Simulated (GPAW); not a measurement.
# ZrB2 (P6/mmm) in GPAW: further runs

One crystal, ZrB2, is run at these levels: r2SCAN+D4, PBEsol+D3; tasks: relaxation of cell and atoms.

Program: GPAW 26.7.0. These are calculated values, not measurements. Logs are shortened: lines on timing, memory, paths and dates and some standing lists are left out, and cuts for length are marked. The log counts tension as positive stress, the text compression.

### 1 The crystal as given

The structure is hexagonal, space group P6/mmm (No. 191). The conventional cell has a = 3.170 Å, b = 3.170 Å, c = 3.533 Å, α = 90.00°, β = 90.00°, γ = 120.00°. Zr (site symmetry 6/mmm) is surrounded by 12 B at 2.54 Å. B (site symmetry -6m2) is surrounded by 3 B at 1.83 Å.

### 2 Relaxation of cell and atoms, r2SCAN+D4

File run.py:

```python
from ase.calculators.mixing import SumCalculator
from ase.filters import FrechetCellFilter
from ase.io import read, write
from ase.optimize import FIRE
from dftd4.ase import DFTD4
from gpaw import GPAW, PW

atoms = read('ZrB2.xyz')

calc = GPAW(mode=PW(800),
            xc='MGGA_X_R2SCAN+MGGA_C_R2SCAN',
            kpts={'size': (7, 7, 5), 'gamma': True},
            occupations={'name': 'fermi-dirac', 'width': 0.05},
            nbands=20,
            convergence={'density': 1e-05, 'energy': 1e-05},
            maxiter=150,
            txt='gpaw.txt')
atoms.calc = SumCalculator([calc, DFTD4(method='r2scan')])
opt = FIRE(FrechetCellFilter(atoms), trajectory='relax.traj', logfile='-')
done = opt.run(fmax=0.01, steps=40)
calc.write('gs.gpw')
write('result.traj', atoms)
print('Converged:', done)
print('Cell:', atoms.cell.cellpar().round(4))
print('Volume:', round(atoms.get_volume(), 4))
print(atoms.get_scaled_positions().round(5))
```

File ZrB2.xyz:

```xyz
3
Lattice="3.1700000000 0.0000000000 0.0000000000 -1.5850000000 2.7453005300 0.0000000000 0.0000000000 0.0000000000 3.5330000000" Properties=species:S:1:pos:R:3 pbc="T T T"
Zr     0.0000000000      0.0000000000      0.0000000000
B      1.5850000002      0.9151001766      1.7665000000
B     -0.0000000002      1.8302003534      1.7665000000
```

Potentials or basis: GPAW PAW data sets (gpaw-data 1.2.1), pw.

Command:

```bash
> OMP_NUM_THREADS=1 python run.py
```

gpaw.txt:

```text
__  _  _
 | _ |_)|_||  |
 |__||  | ||/\| - 26.7.0

Input parameters:
  mode=PW(ecut=800.0),
  convergence={'density': 1e-05, 'energy': 1e-05},
  kpts=MonkhorstPack(size=(7, 7, 5), gamma=True),
  maxiter=150,
  nbands=20,
  occupations=Occupations(name='fermi-dirac', width=0.05),
  xc=XC(name='MGGA_X_R2SCAN+MGGA_C_R2SCAN')

Diagonalizing LCAO Hamiltonian
Converting LCAO to pw mode

         B  B

       Zr

Atoms  # Å, Bohr magnetons
|   | symbol |         x |        y |        z |    initial magnetic moments |
|---|--------|-----------|----------|----------|-----------------------------|
| 0 |     Zr |  0.000000 | 0.000000 | 0.000000 | ( 0.0000,  0.0000,  0.0000) |
| 1 |      B |  1.585000 | 0.915100 | 1.766500 | ( 0.0000,  0.0000,  0.0000) |
| 2 |      B | -0.000000 | 1.830200 | 1.766500 | ( 0.0000,  0.0000,  0.0000) |

Unit cell  # Å
| periodic |         x |        y |        z |  lengths |     angles |
|----------|-----------|----------|----------|----------|------------|
|      yes |  3.170000 | 0.000000 | 0.000000 | 3.170000 |  90.000000 |
|      yes | -1.585000 | 2.745301 | 0.000000 | 3.170000 |  90.000000 |
|      yes |  0.000000 | 0.000000 | 3.533000 | 3.533000 | 120.000000 |

Number of symmetries: 24
Symmetry operations  # r_c * U_cc + t_c -> r_c
|    | kind |            matrix            |
|----|------|------------------------------|
|  0 |  σ   |  1, 1, 0,  0,-1, 0,  0, 0, 1 |
|  1 |  C2  |  1, 1, 0,  0,-1, 0,  0, 0,-1 |
|  2 |  C6  |  1, 1, 0, -1, 0, 0,  0, 0, 1 |
|  3 |  S6  |  1, 1, 0, -1, 0, 0,  0, 0,-1 |
|  4 |  E   |  1, 0, 0,  0, 1, 0,  0, 0, 1 |
|  5 |  σ   |  1, 0, 0,  0, 1, 0,  0, 0,-1 |
|  6 |  σ   |  1, 0, 0, -1,-1, 0,  0, 0, 1 |
|  7 |  C2  |  1, 0, 0, -1,-1, 0,  0, 0,-1 |
|  8 |  σ   |  0, 1, 0,  1, 0, 0,  0, 0, 1 |
|  9 |  C2  |  0, 1, 0,  1, 0, 0,  0, 0,-1 |
| 10 |  C3  |  0, 1, 0, -1,-1, 0,  0, 0, 1 |
| 11 |  S3  |  0, 1, 0, -1,-1, 0,  0, 0,-1 |
| 12 |  C6  |  0,-1, 0,  1, 1, 0,  0, 0, 1 |
| 13 |  S6  |  0,-1, 0,  1, 1, 0,  0, 0,-1 |
| 14 |  σ   |  0,-1, 0, -1, 0, 0,  0, 0, 1 |
| 15 |  C2  |  0,-1, 0, -1, 0, 0,  0, 0,-1 |
| 16 |  σ   | -1, 0, 0,  1, 1, 0,  0, 0, 1 |
[... 197 lines left out ...]
Stress tensor  # eV/Ang^3
[... 36 lines left out ...]
|   | kind |            matrix            |
|---|------|------------------------------|
| 0 |  E   |  1, 0, 0,  0, 1, 0,  0, 0, 1 |
| 1 |  σ   |  1, 0, 0,  0, 1, 0,  0, 0,-1 |
| 2 |  σ   |  0, 1, 0,  1, 0, 0,  0, 0, 1 |
| 3 |  C2  |  0, 1, 0,  1, 0, 0,  0, 0,-1 |
| 4 |  σ   |  0,-1, 0, -1, 0, 0,  0, 0, 1 |
| 5 |  C2  |  0,-1, 0, -1, 0, 0,  0, 0,-1 |
| 6 |  C2  | -1, 0, 0,  0,-1, 0,  0, 0, 1 |
| 7 |  i   | -1, 0, 0,  0,-1, 0,  0, 0,-1 |
[... 210 lines left out ...]
Atoms  # Å, Bohr magnetons
|   | symbol |        x |        y |         z |    initial magnetic moments |
|---|--------|----------|----------|-----------|-----------------------------|
| 0 |     Zr | 0.000000 | 0.000000 | -0.000000 | ( 0.0000,  0.0000,  0.0000) |
| 1 |      B | 1.583403 | 0.914178 |  1.765299 | ( 0.0000,  0.0000,  0.0000) |
| 2 |      B | 0.000000 | 1.828356 |  1.765299 | ( 0.0000,  0.0000,  0.0000) |

Unit cell  # Å
| periodic |         x |        y |        z |  lengths |     angles |
|----------|-----------|----------|----------|----------|------------|
|      yes |  3.166805 | 0.000000 | 0.000000 | 3.166805 |  90.000000 |
|      yes | -1.583402 | 2.742534 | 0.000000 | 3.166805 |  90.000000 |
|      yes |  0.000000 | 0.000000 | 3.530598 | 3.530598 | 119.999985 |

Number of symmetries: 8
Symmetry operations  # r_c * U_cc + t_c -> r_c
|   | kind |            matrix            |
|---|------|------------------------------|
| 0 |  E   |  1, 0, 0,  0, 1, 0,  0, 0, 1 |
| 1 |  σ   |  1, 0, 0,  0, 1, 0,  0, 0,-1 |
| 2 |  σ   |  0, 1, 0,  1, 0, 0,  0, 0, 1 |
| 3 |  C2  |  0, 1, 0,  1, 0, 0,  0, 0,-1 |
| 4 |  σ   |  0,-1, 0, -1, 0, 0,  0, 0, 1 |
| 5 |  C2  |  0,-1, 0, -1, 0, 0,  0, 0,-1 |
| 6 |  C2  | -1, 0, 0,  0,-1, 0,  0, 0, 1 |
| 7 |  i   | -1, 0, 0,  0,-1, 0,  0, 0,-1 |
[... 214 lines left out ...]
Atoms  # Å, Bohr magnetons
|   | symbol |        x |        y |         z |    initial magnetic moments |
|---|--------|----------|----------|-----------|-----------------------------|
| 0 |     Zr | 0.000000 | 0.000000 | -0.000000 | ( 0.0000,  0.0000,  0.0000) |
| 1 |      B | 1.582048 | 0.913396 |  1.764309 | ( 0.0000,  0.0000,  0.0000) |
| 2 |      B | 0.000000 | 1.826792 |  1.764309 | ( 0.0000,  0.0000,  0.0000) |

Unit cell  # Å
| periodic |         x |        y |         z |  lengths |     angles |
|----------|-----------|----------|-----------|----------|------------|
|      yes |  3.164095 | 0.000001 |  0.000000 | 3.164095 |  90.000000 |
|      yes | -1.582047 | 2.740187 | -0.000000 | 3.164095 |  90.000000 |
|      yes |  0.000000 | 0.000000 |  3.528618 | 3.528618 | 119.999969 |

Number of symmetries: 8
Symmetry operations  # r_c * U_cc + t_c -> r_c
|   | kind |            matrix            |
|---|------|------------------------------|
| 0 |  E   |  1, 0, 0,  0, 1, 0,  0, 0, 1 |
| 1 |  σ   |  1, 0, 0,  0, 1, 0,  0, 0,-1 |
| 2 |  σ   |  0, 1, 0,  1, 0, 0,  0, 0, 1 |
| 3 |  C2  |  0, 1, 0,  1, 0, 0,  0, 0,-1 |
| 4 |  σ   |  0,-1, 0, -1, 0, 0,  0, 0, 1 |
| 5 |  C2  |  0,-1, 0, -1, 0, 0,  0, 0,-1 |
| 6 |  C2  | -1, 0, 0,  0,-1, 0,  0, 0, 1 |
| 7 |  i   | -1, 0, 0,  0,-1, 0,  0, 0,-1 |
[... 934 lines left out ...]
Atoms  # Å, Bohr magnetons
|   | symbol |         x |        y |        z |    initial magnetic moments |
|---|--------|-----------|----------|----------|-----------------------------|
| 0 |     Zr | -0.000000 | 0.000000 | 0.000000 | ( 0.0000,  0.0000,  0.0000) |
| 1 |      B |  1.580736 | 0.912639 | 1.763507 | ( 0.0000,  0.0000,  0.0000) |
| 2 |      B |  0.000001 | 1.825277 | 1.763507 | ( 0.0000,  0.0000,  0.0000) |

Unit cell  # Å
| periodic |         x |         y |        z |  lengths |     angles |
|----------|-----------|-----------|----------|----------|------------|
|      yes |  3.161470 |  0.000001 | 0.000000 | 3.161470 |  90.000000 |
|      yes | -1.580734 |  2.737914 | 0.000000 | 3.161470 |  90.000000 |
|      yes |  0.000000 | -0.000000 | 3.527015 | 3.527015 | 119.999947 |

Number of symmetries: 8
Symmetry operations  # r_c * U_cc + t_c -> r_c
|   | kind |            matrix            |
|---|------|------------------------------|
| 0 |  E   |  1, 0, 0,  0, 1, 0,  0, 0, 1 |
| 1 |  σ   |  1, 0, 0,  0, 1, 0,  0, 0,-1 |
| 2 |  σ   |  0, 1, 0,  1, 0, 0,  0, 0, 1 |
| 3 |  C2  |  0, 1, 0,  1, 0, 0,  0, 0,-1 |
| 4 |  σ   |  0,-1, 0, -1, 0, 0,  0, 0, 1 |
| 5 |  C2  |  0,-1, 0, -1, 0, 0,  0, 0,-1 |
| 6 |  C2  | -1, 0, 0,  0,-1, 0,  0, 0, 1 |
| 7 |  i   | -1, 0, 0,  0,-1, 0,  0, 0,-1 |
[... 921 lines left out ...]
Forces  # eV/Ang
|        x |        y |       z |
|----------|----------|---------|
|  0.00000 |  0.00000 | 0.00000 |  # Zr   0
| -0.00000 |  0.00000 | 0.00000 |  # B    1
|  0.00000 | -0.00000 | 0.00000 |  # B    2

# Writing to gs.gpw (mode='')
```

It took 21 min on 1 thread of Arm Neoverse V1, shared host; peak memory 1 GiB.

What came out:

```
Free energy                            : -36.8816 eV
Relaxed volume                         : 10.18 Å³/atom
Relaxed cell                           : a = 3.162 Å, b = 3.162 Å, c = 3.528 Å, α = 90.00°, β = 90.00°, γ = 120.00°
Space group after relaxing (to 0.05 Å) : P6/mmm (No. 191)
Energy gained by relaxing              : 0.2 meV/atom
Ionic steps                            : 11
Pressure after relaxing                : 0.1 GPa
Band gap on the k mesh                 : none (metal or under the smearing width)
Dispersion energy per atom             : -0.117 eV
```

Step by step:
```tsv
step	energy change (eV)	largest force (eV/Å)	pressure (GPa)	volume (Å³)
1	0.0000	0.0000	-1.48	30.75
2	-0.0002	0.0000	-1.25	30.72
3	-0.0005	0.0000	-0.82	30.66
4	-0.0006	0.0000	-0.26	30.59
5	-0.0005	0.0000	0.34	30.52
6	-0.0005	0.0000	0.33	30.52
7	-0.0005	0.0000	0.30	30.52
8	-0.0005	0.0000	0.26	30.53
9	-0.0006	0.0000	0.22	30.54
10	-0.0006	0.0000	0.16	30.54
11	-0.0006	0.0000	0.10	30.55
```

Final structure:
```
Zr B
1.0
     3.16216    0.00000    0.00000
    -1.58108    2.73851    0.00000
     0.00000    0.00000    3.52788
Zr B
1 2
Direct
  0.00000 0.00000 0.00000
  0.66667 0.33333 0.50000
  0.33333 0.66667 0.50000
```

Caveat: later steps reuse the first step's grids; the PAW data sets were made with another functional, which shifts forces and pressure a little; pairwise dispersion overbinds metals, which lowers pressure and volume.

### 3 Relaxation of cell and atoms, PBEsol+D3

File run.py:

```python
from ase.calculators.mixing import SumCalculator
from ase.filters import FrechetCellFilter
from ase.io import write
from ase.optimize import BFGS
from ase.spacegroup import crystal
from dftd3.ase import DFTD3
from gpaw import GPAW, PW, setup_paths

setup_paths.insert(0, '.')

# Zr 1a
# B 2d
atoms = crystal(['Zr', 'B'],
                basis=[[0.0, 0.0, 0.0],
                       [0.6666666667, 0.3333333333, 0.5]],
                spacegroup=191, setting=1,  # P6/mmm
                cellpar=[3.17, 3.17, 3.533, 90.0, 90.0, 120.0],
                primitive_cell=True)

calc = GPAW(mode=PW(800),
            xc='PBEsol',
            kpts={'size': (7, 7, 5), 'gamma': True},
            occupations={'name': 'fermi-dirac', 'width': 0.05},
            nbands=20,
            convergence={'density': 1e-05, 'energy': 1e-05},
            maxiter=150,
            txt='gpaw.txt')
atoms.calc = SumCalculator([calc, DFTD3(method='pbesol', damping='d3zero')])
opt = BFGS(FrechetCellFilter(atoms), trajectory='relax.traj', logfile='-')
done = opt.run(fmax=0.02, steps=60)
calc.write('gs.gpw')
write('result.traj', atoms)
print('Converged:', done)
print('Cell:', atoms.cell.cellpar().round(4))
print('Volume:', round(atoms.get_volume(), 4))
print(atoms.get_scaled_positions().round(5))
```

Potentials or basis: PAW data sets generated in the run's folder for this functional, pw.

Command:

```bash
> gpaw-setup -f PBEsol B Zr
> OMP_NUM_THREADS=1 python run.py
```

Wall time 80 s (1 thread of Arm Neoverse V1, shared host); peak memory 0.23 GiB.

It converged, with:

```
Free energy                            : -26.0870 eV
Relaxed volume                         : 9.90 Å³/atom
Relaxed cell                           : a = 3.139 Å, b = 3.139 Å, c = 3.478 Å, α = 90.00°, β = 90.00°, γ = 120.00°
Space group after relaxing (to 0.05 Å) : P6/mmm (No. 191)
Energy gained by relaxing              : 9.7 meV/atom
Ionic steps                            : 7
Pressure after relaxing                : -0.1 GPa
Band gap on the k mesh                 : none (metal or under the smearing width)
Dispersion energy per atom             : -0.230 eV
```

Step by step:
```tsv
step	energy change (eV)	largest force (eV/Å)	pressure (GPa)	volume (Å³)
1	0.0000	0.0000	-8.64	30.75
2	-0.0114	0.0000	-6.81	30.50
3	-0.0287	0.0000	0.30	29.65
4	-0.0288	0.0000	0.04	29.67
5	-0.0289	0.0000	-0.18	29.70
6	-0.0291	0.0000	-0.24	29.70
7	-0.0291	0.0000	-0.11	29.69
```

Final structure:
```
CELL_PARAMETERS angstrom
3.13939 0.00000 0.00000
-1.56969 2.71879 0.00000
0.00000 0.00000 3.47812
ATOMIC_POSITIONS crystal
Zr 0.00000 0.00000 0.00000
B 0.66667 0.33333 0.50000
B 0.33333 0.66667 0.50000
```

Levels at points of the mesh, in eV from the Fermi level:
```csv
k point,band 6,band 7,band 8,band 9,band 10,band 11,band 12,band 13
"(0.00, 0.00, 0.00)",-2.40,-2.40,-2.35,-1.93,3.88,3.88,4.75,4.75
```

Caveat: later steps reuse the first step's grids; pairwise dispersion overbinds metals, which lowers pressure and volume.
